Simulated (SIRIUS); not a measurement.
**Bi under changes of volume**

One of the cells (35.070 Å³/atom); the others are scaled copies at fixed shape and fractional positions:

```
Bi
1.0
     2.26750    1.30914    3.93800
    -2.26750    1.30914    3.93800
     0.00000   -2.61828    3.93800
Bi
2
Direct
  0.76600 0.76600 0.76600
  0.23400 0.23400 0.23400
```

* Program: SIRIUS 7.12.0
* Functional: LDA
* Potentials or basis: all-electron FP-LAPW
* Cutoff: 157 eV
* Basis: apw+lo standard
* k mesh: 7 × 7 × 7
* Occupations: fermi-dirac, width 0.05 eV
* Spin: no spin polarisation

```tsv
volume (Å³/atom)	energy over the lowest point (meV/atom)	gap on the mesh (eV)
32.965	?	?
33.667	0.00	0.29
34.368	0.30	0.27
35.070	5.13	0.26
35.771	13.86	0.26
36.472	26.34	0.25
37.174	41.65	0.24
```

Task: What does the run at 32.965 Å³/atom give?

Result: Energy over the lowest point 4.97 meV/atom; gap on the mesh 0.30 eV.

Worked out: A Birch-Murnaghan fit of order 3 (a polynomial in V^(-2/3)) to the other rows has its minimum at 33.97 Å³/atom with B0 = V·E''(V) = 54 GPa and B' = 5.4 at fixed shape and positions, which overstates the stiffness. It gives 4.95 meV/atom at 32.965 Å³/atom, against the run's 4.97. A straight line through the other rows of the gap, of slope -0.448 eV per unit of ln V, extrapolates to 0.29 eV, against the run's 0.30.

Energies are extrapolated to zero smearing.

Caveats: spin-orbit coupling is left out, which as a rule narrows the gap of such compounds by several tenths of an eV; an odd mesh through Γ misses points on the zone boundary, where band edges often lie.
